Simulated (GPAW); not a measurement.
Crystal: Cu.

```
CELL_PARAMETERS angstrom
2.53076 0.00000 0.00000
-1.26538 2.19171 0.00000
0.00000 0.00000 8.26182
ATOMIC_POSITIONS crystal
Cu 0.66667 0.33333 0.75000
Cu 0.00000 0.00000 0.50000
Cu 0.33333 0.66667 0.25000
Cu 0.00000 0.00000 0.00000
```

This isn't the form of Cu at room conditions, which is fcc.

| Property | Result |
| --- | --- |
| Program | GPAW 26.7.0 |
| Task | relaxation of cell and atoms |
| Functional | PBEsol |
| Potentials or basis | PAW data sets generated in the run's folder for this functional |
| Cutoff | 600 eV |
| Basis | pw |
| k mesh | 8 × 8 × 2 |
| Occupations | fermi-dirac, width 0.05 eV |
| Spin | no spin polarisation |

At the start: pressure 0.4 GPa; volume 11.46 Å³/atom.

Q: Where does the relaxation end?

A: Over 7 steps the energy falls by 2.5 meV/atom and the volume is 11.50 Å³/atom (+0.4 %); space group P6_3/mmc (No. 194, to 0.05 Å).

Step by step:
| step | energy change (eV) | largest force (eV/Å) | pressure (GPa) | volume (Å³) |
| --- | --- | --- | --- | --- |
| 1 | 0.0000 | 0.0000 | 0.45 | 45.83 |
| 2 | -0.0005 | 0.0000 | 0.39 | 45.84 |
| 3 | -0.0074 | 0.0000 | -0.78 | 46.17 |
| 4 | -0.0083 | 0.0000 | -0.86 | 46.20 |
| 5 | -0.0092 | 0.0000 | -0.78 | 46.18 |
| 6 | -0.0099 | 0.0000 | -0.46 | 46.09 |
| 7 | -0.0099 | 0.0000 | -0.11 | 45.99 |

Final structure:
```cif
data_structure
_symmetry_space_group_name_H-M 'P 1'
_symmetry_Int_Tables_number 1
_cell_length_a 2.5567
_cell_length_b 2.5567
_cell_length_c 8.1239
_cell_angle_alpha 90.000
_cell_angle_beta 90.000
_cell_angle_gamma 120.000
_cell_volume 45.99
loop_
_atom_site_label
_atom_site_type_symbol
_atom_site_fract_x
_atom_site_fract_y
_atom_site_fract_z
_atom_site_occupancy
Cu1 Cu 0.66667 0.33333 0.75000 1
Cu2 Cu 0.00000 0.00000 0.50000 1
Cu3 Cu 0.33333 0.66667 0.25000 1
Cu4 Cu 0.00000 0.00000 0.00000 1
```

Caveat: the k mesh is coarse (spacing up to 0.38 Å⁻¹), so the values aren't converged; with this Cu data set, volumes or pressures lay over 1.5 % or 2 GPa off other programs in two to four cells of ten; later steps reuse the first step's grids.
